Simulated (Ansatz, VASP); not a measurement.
**TiSi2: VASP beside Ansatz**

```xyz
6
Lattice="0.0000 4.1175 4.2629 2.3895 0.0000 4.2629 2.3895 4.1175 0.0000" Properties=species:S:1:pos:R:3 pbc="T T T"
Ti    3.5843    6.1763    6.3943
Ti    2.3895    4.1175    4.2629
Si    1.1948    3.3975    2.1314
Si    1.1948    0.7200    2.1314
Si    2.3895    1.3387    4.2629
Si    2.3895    6.8963    4.2629
```

The cell is a database's computed one.

Alike in both runs: task relaxation of cell and atoms; functional PBEsol; k mesh 5 × 5 × 5; occupations fermi-dirac, width 0.05 eV; no spin polarisation; Hubbard terms Ti d U = 2 eV.

```csv
,VASP,Ansatz
version,VASP 6.6.1,Ansatz 0.2.0
potentials or method,"VASP PAW PBE potentials, release 64 (Ti_sv, Si)",Ansatz PAW
plane-wave cutoff (eV),600,420
valence electrons in the cell,40,40
```

|  | VASP | Ansatz | Ansatz less VASP |
| --- | --- | --- | --- |
| gap on the k mesh at the Fermi level, each at its own relaxed structure (eV) | none | none | - |
| relaxed volume (Å³/atom) | 14.03 | 13.93 | -0.094 |
| relaxed cell length with the largest relative difference (Å) | 4.911 | 4.897 | -0.0140 |
| energy change over the relaxation (meV/atom) | -1 | -1 | +0.3 |

The programs project onto different local orbitals, so the same U acts differently. A gap of «none» marks a metal or a gap that the smearing closes.

Caveats: U without spin polarisation on a metal has little footing; the U is typed as a test and isn't derived for this compound; the PAW data sets were made with another functional, which shifts forces and pressure a little (VASP); the plane-wave basis is chosen anew once the cell has moved, so the energies of steps on either side of that aren't comparable (Ansatz); the PAW data sets come from PBE, with cores solved anew for the run's functional, which leaves a small shift of forces and pressure (Ansatz).
